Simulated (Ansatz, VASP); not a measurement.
## One calculation of BN, two programs

```
B N
1.0
     0.00000    1.76797    1.76797
     1.76797    0.00000    1.76797
     1.76797    1.76797    0.00000
B N
1 1
Direct
  0.00000 0.00000 0.00000
  0.75000 0.75000 0.75000
```

Alike in both runs: task single point; functional r2SCAN; k mesh 12 × 12 × 12; occupations gaussian, width 0.02 eV; no spin polarisation.

```csv
,VASP,Ansatz
version,VASP 6.6.1,Ansatz 0.2.0
potentials or method,"VASP PAW PBE potentials, release 64 (B, N)","scalar-relativistic, plane waves, PAW"
plane-wave cutoff (eV),520,500
valence electrons in the cell,8,8
```

|  | VASP | Ansatz | Ansatz less VASP |
| --- | --- | --- | --- |
| gap on the k mesh at the Fermi level (eV) | 5.05 | 5.08 | +0.026 |
| least direct gap on the mesh (eV) | 9.85 | 9.90 | +0.045 |

Caveats: the PAW data sets were made with another functional, which shifts forces and pressure a little (VASP). r2SCAN opens gaps a little over a GGA but as a rule still falls short of measured ones. A k mesh can miss the band edges.
